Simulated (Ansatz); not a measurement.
# AlP₈: from a guess to a relaxed structure

All numbers below come from DFT PBE+D3(BJ), scalar-relativistic, plane waves, PAW (Ansatz 0.2.0). Cutoff 420 eV, Gaussian smearing, Γ-centred meshes. Cell and atoms relax first on a coarse mesh and then on a finer one. In between, the cell is made exact in the group found at 0.06 Å. In metals the finer mesh still leaves noise of several meV/atom or more. The steps can't lower the symmetry of their start. No spin polarisation.

The cell of AlP₈ is invented: Al between sheets of the P type, stage 2 (Pmm2, No. 25) (sites filled 1 of 1). A sheet's type names the database crystal that the layer was cut from. Its size is a rough estimate.

```
Al P
1.0
     3.31000    0.00000    0.00000
     0.00000   10.17612    0.00000
     0.00000    0.00000    4.38000
Al P
1 8
Direct
  0.00000 0.00000 0.66000
  0.50000 0.85701 0.41000
  0.00000 0.85701 0.09000
  0.50000 0.65477 0.59000
  0.00000 0.65477 0.91000
  0.50000 0.34523 0.59000
  0.00000 0.34523 0.91000
  0.50000 0.14299 0.41000
  0.00000 0.14299 0.09000
```

The zero of energy is the elements' standard structures at the same level; no fitted shifts are applied. The references include black phosphorus.

Question: What does it relax into?

Answer: The symmetry stays Pmm2 (No. 25). The volume per atom grows by 8.0 %, from 16.4 to 17.7 Å³. The shortest distance goes from 2.17 Å (P–P) to 2.22 Å (P–P). The energy falls by about 0.13 eV/atom (the start's value is from the coarse mesh). Conventional cell: a = 3.217 Å, b = 10.956 Å, c = 4.522 Å. Al is surrounded by 2 P at 2.42 Å and 4 P at 2.60 Å; P on its first site is surrounded by 3 P at 2.28–2.29 Å and 2 Al at 2.60 Å; P on its second site has 3 P at 2.26–2.29 Å and 1 Al at 2.42 Å; P on its third site has 3 P at 2.22–2.28 Å; P on its fourth site has 3 P at 2.22–2.26 Å.

```
Al P
1.0
     3.21732    0.00000    0.00000
     0.00000   10.95568    0.00000
     0.00000    0.00000    4.52165
Al P
1 8
Cartesian
  0.0000 0.0000 3.1900
  1.6087 9.3212 1.9608
  0.0000 9.2013 0.3394
  1.6087 7.1169 2.5544
  0.0000 7.0757 4.0859
  1.6087 3.8388 2.5544
  0.0000 3.8800 4.0859
  1.6087 1.6345 1.9608
  0.0000 1.7543 0.3394
```

Question: How does it come out in energy, and is it a metal?

Answer: The formation energy is +0.05 eV/atom and the gap on the 12×4×8 mesh of the 9-atom cell is 0 eV (a metal).

A positive value: parting into the elements would lower its energy.

The last run used Gaussian smearing of 0.10 eV. An odd number of electrons in the primitive cell allows no gap without spin; a larger cell or a magnetic state could open one. The cell is a metal run without spin; a magnetic state may lie lower. Symmetry constrained the relaxation, so the result can be a saddle point. In all, the 3 runs took 5.9 min on 1 thread of Intel(R) Xeon(R) 6975P-C (Granite Rapids), with other jobs on the host.
